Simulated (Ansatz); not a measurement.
A run of Ansatz 0.2.0:

input.yaml

```yaml
crystal:
  lattice:
    - [2.34465, -1.7134, 0.0]
    - [2.34465, 1.7134, 0.0]
    - [-0.8605543552, 0.0, 5.0594363927]
  atoms:
    - { symbol: Cu, position: [0.4968, 0.0032, 0.5] }
    - { symbol: Cu, position: [0.0032, 0.4968, 0.0] }
    - { symbol: O, position: [0.4056, 0.5714, 0.7537] }
    - { symbol: O, position: [0.5714, 0.4056, 0.2537] }
kpoints:
  mp_grid: { grid: [10, 10, 5] }
  band_path:
    path:
      - [0.0, 0.0, 0.0]
      - [-0.5, -0.5, 0.0]
      - [-0.5249462874, -0.5249462874, 0.3256415493]
      - [-0.5, -0.5, 0.5]
      - [-0.6336780905, -0.3663219095, 0.5]
    npoints: 8
scf:
  occupations: { method: fermi_dirac, width: 0.05 }
hamiltonian:
  xc: pbesol
  pseudopotentials:
    kind: all_electron
    lapw: { basis_error: 0.002 }
    relativity: none
output:
  forces: true
  stress: true
  eigenvalues: true
```

Potentials or basis: all-electron LAPW, non-relativistic.

The run is started by

```console
$ ansatz run input.yaml --threads 2 --pin off --max-ram 8192MiB --backend cpu --events-out ev --progress --plain --runs-dir out
```

Hardware: 2 threads of Intel(R) Xeon(R) Processor @ 2.50GHz (Skylake/Cascade Lake) (shared host).

Problem. How long does it take, and how much memory?

Solution. It took 2.4 min on 2 threads of Intel(R) Xeon(R) Processor @ 2.50GHz (Skylake/Cascade Lake), on a shared host, peak memory 0.74 GiB. Counts: scf iterations 11, plane waves 809, k points 141, bands 33.
